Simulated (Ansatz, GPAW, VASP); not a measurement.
## One calculation of Pd, 3 ways

```
Pd
1.0
     0.00000    1.94650    1.94650
     1.94650    0.00000    1.94650
     1.94650    1.94650    0.00000
Pd
1
Direct
  0.00000 0.00000 0.00000
```

Alike in all runs: task single point; functional PBE; k mesh 12 × 12 × 12; occupations gaussian, width 0.027 eV; no spin polarisation; no spin-orbit coupling. Pressure is positive in compression and, in plane waves, holds the error of the finite cutoff.

```json
{"program and potentials": "Ansatz, all-electron LAPW, scalar-relativistic", "plane-wave cutoff (eV)": "-", "notes": "-", "band gap (eV)": "no gap", "pressure (GPa)": "6.78"}
{"program and potentials": "VASP, PBE PAW files Pd, 520 eV", "plane-wave cutoff (eV)": "520", "notes": "10 valence electrons an atom on average", "band gap (eV)": "no gap", "pressure (GPa)": "6.55"}
{"program and potentials": "GPAW, GPAW PAW data sets (gpaw-data 1.2.1)", "plane-wave cutoff (eV)": "600", "notes": "16 valence electrons an atom on average", "band gap (eV)": "no gap", "pressure (GPa)": "6.84"}
```

None finds a gap. The pressure spans 6.55 (VASP, PBE PAW files Pd, 520 eV) to 6.84 GPa (GPAW, GPAW PAW data sets (gpaw-data 1.2.1)), with all-electron results at 6.78.

Differences between rows come from potentials, basis sets and numerical settings, since the functional is the same but for its coding. Runs on potential files found faulty are left out.
